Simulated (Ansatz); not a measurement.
SrCl2, relaxed from a CdCl2-type start to space group Fm-3m (read at 0.02 Å)

**What was measured.** A cell as deposited of cubic SrCl2 (space group Fm-3m), temperature not stated, from the Crystallography Open Database (1963), has a = 6.977 Å and 28.30 Å³/atom.

The computed numbers are results of PBEsol, scalar-relativistic (no spin polarisation) in the plane-wave PAW code Ansatz at 420 eV, Γ-centred 8×8×8 mesh, 0.05 eV Gaussian smearing; PAW files: Ansatz's generated set soft_2.

```cif
data_structure
_symmetry_space_group_name_H-M 'Fm-3m'
_symmetry_Int_Tables_number 225
_cell_length_a 6.9078
_cell_length_b 6.9078
_cell_length_c 6.9078
_cell_angle_alpha 90.000
_cell_angle_beta 90.000
_cell_angle_gamma 90.000
_cell_volume 329.63
loop_
_atom_site_label
_atom_site_type_symbol
_atom_site_symmetry_multiplicity
_atom_site_Wyckoff_symbol
_atom_site_fract_x
_atom_site_fract_y
_atom_site_fract_z
_atom_site_occupancy
Sr1 Sr 4 a 0.00000 0.00000 0.00000 1
Cl1 Cl 8 c 0.75000 0.25000 0.75000 1
```

The start was a prototype's sites filled with these elements; the Crystallography Open Database holds the compound in this structure.

The cell above was scaled in volume, and shape and atoms were relaxed at each volume within its symmetry. Energies are counted from the cell above.

| V (Å³/atom) | ΔE (meV/atom) | P (GPa) | gap on the mesh (eV) |
| --- | --- | --- | --- |
| 26.37 | 5.7 | 1.7 | 5.30 |
| 26.92 | 1.4 | 0.8 | 5.32 |
| 27.47 | 0.0 | 0.0 | 5.25 |
| 28.02 | 1.3 | -0.7 | 5.18 |
| 28.57 | 4.8 | -1.4 | 5.11 |

What do the points give for the equilibrium volume, the bulk modulus and its pressure derivative (third-order Birch–Murnaghan)?

V0 = 27.47 Å³/atom, B0 = 38 GPa, B0′ = 4.6.

B0·V0 = 38.1 GPa × 27.47 Å³ = 6.53 eV/atom sets the scale: near the minimum ΔE ≈ ½ B0 V0 x², with x = V/V0 − 1, and a pressure of 0.4 GPa squeezes the volume by about 1 %. At the ends of the curve: x = −4.0 % predicts 5.2 meV/atom and the run gives 5.7; x = +4.0 % predicts 5.2 meV/atom and the run gives 4.8. The lopsidedness is anharmonic: atoms resist being pushed together more than being pulled apart.

**Against experiment.** PBEsol gives 6.908 Å and 27.47 Å³/atom, −2.9 % in volume (−1.0 % in length) from the database's cell. PBEsol was built to cure PBE's overestimate of volumes, and the static lattice lacks thermal expansion. The database's entry may also be off.

Semilocal functionals underestimate band gaps, commonly by a third or more.
